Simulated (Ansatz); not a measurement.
**TaSi2: two-dimensional strain map**

The calculation used DFT PBEsol, scalar-relativistic, plane waves, PAW (Ansatz). The runs took a 420 eV cutoff, a Γ-centred 12×12×6 mesh and Gaussian smearing (0.15 eV). Spin–orbit coupling is left out, which can shift energies with elements as heavy as these. No spin polarisation. Energies are free energies at this smearing, counted from the undisturbed cell; pressure is positive in compression.

Zero of the scan (relaxed at this level; it needn't be the usual structure):

```
Ta Si
1.0
     4.76099    0.00000    0.00000
    -2.38050    4.12314    0.00000
     0.00000    0.00000    6.55614
Ta Si
3 6
Cartesian
  2.3805 0.0000 0.0000
  1.1902 2.0616 4.3708
  -1.1902 2.0616 2.1854
  0.0000 1.3135 0.0000
  3.6235 0.6567 4.3708
  1.2430 3.4664 2.1854
  2.3805 2.8096 0.0000
  -1.2430 3.4664 4.3708
  1.1375 0.6567 2.1854
```

The cell is strained by p along both x and y and by q along z, fractional coordinates fixed. Points are written (p, q).

Energy above the undisturbed cell in meV/atom (a dash: not computed):

| p \ q | -0.030 | -0.015 | 0.000 | 0.015 | 0.030 |
| --- | --- | --- | --- | --- | --- |
| -0.030 | 79.0 | 54.1 | 40.5 | 36.8 | 41.7 |
| -0.015 | ? | – | 9.6 | – | – |
| 0.000 | ? | – | 0.0 | – | 17.4 |
| 0.030 | ? | – | 33.7 | – | 64.9 |

Task: Fill in the withheld energies.

Result: (-0.015, -0.030): 39.0; (0.000, -0.030): 20.8; (0.030, -0.030): 39.6.